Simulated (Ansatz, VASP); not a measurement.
# One calculation of Sb, two programs

```
Sb
1.0
     0.00000    2.25795    2.25795
     2.25795    0.00000    2.25795
     2.25795    2.25795    0.00000
Sb
1
Direct
  0.00000 0.00000 0.00000
```

Change from the starting cell: volume scaled by 0.94.

Alike in both runs: task single point; functional PBEsol; k mesh 14 × 14 × 14; occupations fermi-dirac, width 0.03 eV; no spin polarisation.

|  | VASP | Ansatz |
| --- | --- | --- |
| version | VASP 6.6.1 | Ansatz 0.2.0 |
| potentials or method | VASP PAW PBE potentials, release 64 (Sb), cutoff 520 eV | all-electron LAPW, scalar-relativistic |

```tsv
	VASP	Ansatz	Ansatz less VASP
pressure (GPa)	11.7	11.5	-0.12
```

Ansatz ran all-electron here, so the differences hold the error of VASP's frozen core and of both bases.

Caveats: the PAW data sets were made with another functional, which shifts forces and pressure a little (VASP). The runs have no spin-orbit coupling, so splittings on Sb are missing.
